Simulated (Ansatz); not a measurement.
# Pd (bcc type): the cost of one run

Program: Ansatz 0.2.0. Level of theory: DFT PBE, with the methods named in each step. These are calculated values, not measurements.

## (1) The structure to begin with

Symmetry: Im-3m, No. 229, cubic system. Conventional cell: a = 3.133 Å, b = 3.133 Å, c = 3.133 Å, α = 90.00°, β = 90.00°, γ = 90.00°. Pd (site symmetry m-3m) has 8 Pd at 2.71 Å as nearest neighbours.

As a file:

```cif
data_structure
_symmetry_space_group_name_H-M 'P 1'
_symmetry_Int_Tables_number 1
_cell_length_a 2.7130
_cell_length_b 2.7130
_cell_length_c 2.7130
_cell_angle_alpha 109.471
_cell_angle_beta 109.471
_cell_angle_gamma 109.471
_cell_volume 15.37
loop_
_atom_site_label
_atom_site_type_symbol
_atom_site_fract_x
_atom_site_fract_y
_atom_site_fract_z
_atom_site_occupancy
Pd1 Pd 0.00000 0.00000 0.00000 1
```

Whether this phase is the stable one at these pressures isn't tested.

## (2) Cell relaxed at zero pressure, PAW

input.yaml reads:

```yaml
crystal:
  lattice:
    - [-1.566354749, 1.566354749, 1.566354749]
    - [1.566354749, -1.566354749, 1.566354749]
    - [1.566354749, 1.566354749, -1.566354749]
  atoms:
    - { symbol: Pd, position: [0.0, 0.0, 0.0] }
kpoints:
  mp_grid: { grid: [19, 19, 19] }
scf:
  occupations: { method: fermi_dirac, width: 0.08 }
hamiltonian:
  xc: pbe
  pseudopotentials: { kind: paw }
output:
  forces: true
  stress: true
relax:
  f_tol: 0.005
  max_steps: 40
  cell: {}
```

The run is started by

```console
ansatz run input.yaml --threads 1 --pin off --max-ram 2048MiB --backend cpu --events-out ev --progress --plain --runs-dir out
```

What time and memory should one allow on 1 thread of Arm Neoverse V1, shared host?

About 8.5 s, with a peak of 0.28 GiB.
